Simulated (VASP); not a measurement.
# Sc: convergence, density of states

Sc, Fm-3m (no. 225), 1 atom in the cell. PBE; PAW potentials Sc_sv (PBE set). VASP 6.6.1.

Wanted: density of states by 0.5 eV bins within 20 %; centre of the states within 12 eV below the valence top within 0.1 eV; states at the Fermi level within 20 %.

What the run is for: density of states; Accuracy asked: screening; k mesh of the density: 11 × 11 × 11.

POSCAR:
```
Sc
1.0
    0.0000000000      2.2600000000      2.2600000000
    2.2600000000      0.0000000000      2.2600000000
    2.2600000000      2.2600000000      0.0000000000
Sc
1
Direct
    0.0000000000      0.0000000000      0.0000000000
```

The series start from Plane-wave cutoff (eV): 260; k-point mesh: 14 × 14 × 14; Energy points (NEDOS): 2001; Occupations for the DOS: ISMEAR=-5; Electronic threshold (eV): 1e-6; Precision mode (PREC): Accurate. Each series keeps the choices made before it, and each single choice may use up half of a tolerance. Times cover all steps of a run.

## Plane-wave cutoff (eV)

| Plane-wave cutoff (eV) | Density of states by 0.5 eV bins, largest deviation against the largest value | Centre of the states within 12 eV below the valence top (eV) | States at the Fermi level (states/eV/atom) | Time (s) |
|---|---|---|---|---|
| 180 | 15 % | -1.37 | 1.917 | 11 |
| 220 | 0.91 % | -1.37 | 1.898 | 12 |
| 260 | 0.74 % | -1.37 | 1.896 | 16 |
| 290 | 0.46 % | -1.37 | 1.896 | 19 |
| 360 | 0.044 % | -1.37 | 1.897 | 19 |
| 450 (reference) | 0 % | -1.37 | 1.897 | 21 |

Chosen: 220, the loosest value from which every tighter one stays within half of the tolerance.

## k-point mesh

| k-point mesh | Density of states by 0.5 eV bins, largest deviation against the largest value | Centre of the states within 12 eV below the valence top (eV) | States at the Fermi level (states/eV/atom) | Time (s) |
|---|---|---|---|---|
| 6 × 6 × 6 | 23 % | -1.34 | 1.818 | 9.9 |
| 7 × 7 × 7 | 15 % | -1.36 | 1.933 | 10 |
| 9 × 9 × 9 | 8.6 % | -1.37 | 1.825 | 9.7 |
| 11 × 11 × 11 | 7.4 % | -1.36 | 1.896 | 11 |
| 14 × 14 × 14 | 2.9 % | -1.37 | 1.898 | 12 |
| 17 × 17 × 17 | 1.9 % | -1.38 | 1.856 | 14 |
| 21 × 21 × 21 | 1 % | -1.38 | 1.848 | 17 |
| 25 × 25 × 25 | 0.37 % | -1.38 | 1.841 | 22 |
| 31 × 31 × 31 (reference) | 0 % | -1.38 | 1.823 | 31 |

Chosen: 9 × 9 × 9.

## Energy points (NEDOS)

| Energy points (NEDOS) | Density of states by 0.5 eV bins, largest deviation against the largest value | Centre of the states within 12 eV below the valence top (eV) | States at the Fermi level (states/eV/atom) | Time (s) |
|---|---|---|---|---|
| 301 | 2.7 % | -1.37 | 1.824 | 12 |
| 501 | 1.7 % | -1.36 | 1.82 | 11 |
| 1001 | 0.19 % | -1.37 | 1.823 | 12 |
| 2001 | 0.078 % | -1.37 | 1.825 | 9.7 |
| 4001 (reference) | 0 % | -1.37 | 1.826 | 11 |

Chosen: 301.

## Occupations for the DOS

| Occupations for the DOS | Density of states by 0.5 eV bins, largest deviation against the largest value | Centre of the states within 12 eV below the valence top (eV) | States at the Fermi level (states/eV/atom) | Time (s) |
|---|---|---|---|---|
| ISMEAR=-5 | 0 % | -1.37 | 1.824 | 12 |
| ISMEAR=-4 | 0 % | -1.37 | 1.824 | 12 |
| ISMEAR=0 SIGMA=0.05 | 20 % | -1.43 | 0.8247 | 12 |
| ISMEAR=0 SIGMA=0.1 | 14 % | -1.41 | 1.23 | 13 |
| ISMEAR=-15 SIGMA=0.025 | 0.02 % | -1.37 | 1.824 | 14 |
| ISMEAR=1 SIGMA=0.1 | 20 % | -1.45 | 0.8489 | 12 |

Chosen: ISMEAR=-5; no other choice that stays within half of the tolerance saves 30 % of the time.

## Electronic threshold (eV)

| Electronic threshold (eV) | Density of states by 0.5 eV bins, largest deviation against the largest value | Centre of the states within 12 eV below the valence top (eV) | States at the Fermi level (states/eV/atom) | Time (s) |
|---|---|---|---|---|
| 0.001 | 0.93 % | -1.37 | 1.824 | 12 |
| 0.0001 | 0.1 % | -1.37 | 1.825 | 12 |
| 1e-5 | 0.0049 % | -1.37 | 1.824 | 11 |
| 1e-6 (reference) | 0 % | -1.37 | 1.824 | 12 |

Chosen: 0.001.

## Precision mode (PREC)

| Precision mode (PREC) | Density of states by 0.5 eV bins, largest deviation against the largest value | Centre of the states within 12 eV below the valence top (eV) | States at the Fermi level (states/eV/atom) | Time (s) |
|---|---|---|---|---|
| Normal | 0.015 % | -1.37 | 1.824 | 10 |
| Accurate (reference) | 0 % | -1.37 | 1.824 | 12 |

Chosen: Normal.

## All choices together

| Input | Density of states by 0.5 eV bins, largest deviation against the largest value | Centre of the states within 12 eV below the valence top (eV) | States at the Fermi level (states/eV/atom) | Time (s) |
|---|---|---|---|---|
| defaults for smearing, thresholds and mesh (naive) | 40 % | -1.47 | 2.823 | 14 |
| chosen settings | 8.8 % | -1.37 | 1.824 | 10 |
| reference settings throughout | 0 % | -1.38 | 1.821 | 80 |

The tolerance is met.

## The input

INCAR.step1:
```
SYSTEM = Sc
  GGA = PE
  ISMEAR = 1
  SIGMA = 0.1
  LWAVE = .False.
  LCHARG = .True.
  NBANDS = 20
  PREC = Normal
  LASPH = .True.
  LREAL = .False.
  ALGO = Normal
  EDIFF = 0.001
  NELM = 120
  GGA_COMPAT = .False.
  ENCUT = 220
  LMAXMIX = 4
```

INCAR.step2, as INCAR.step1 but for:
```
- ISMEAR = 1
- SIGMA = 0.1
- LCHARG = .True.
+ ISMEAR = -5
+ LCHARG = .False.
+ NEDOS = 301
+ LORBIT = 11
+ EMIN = -12.8685
+ EMAX = 12.1315
+ ICHARG = 11
```

KPOINTS.step1:
```
k-points
0
Gamma
  11 11 11
```

KPOINTS.step2:
```
Automatic mesh
0
Gamma
  9 9 9
  0 0 0
```

Commands (each step's output is kept before the next begins):
```
cat potpaw_PBE.64/Sc_sv/POTCAR > POTCAR
cp INCAR.step1 INCAR
cp KPOINTS.step1 KPOINTS
mpirun -np 1 vasp_std > vasp.out
cp INCAR.step2 INCAR
cp KPOINTS.step2 KPOINTS
mpirun -np 1 vasp_std > vasp.out
```

The chosen input took VASP 6.6.1 10 s on 1 core (Intel Xeon Platinum 8559C (Emerald Rapids)), a shared host.
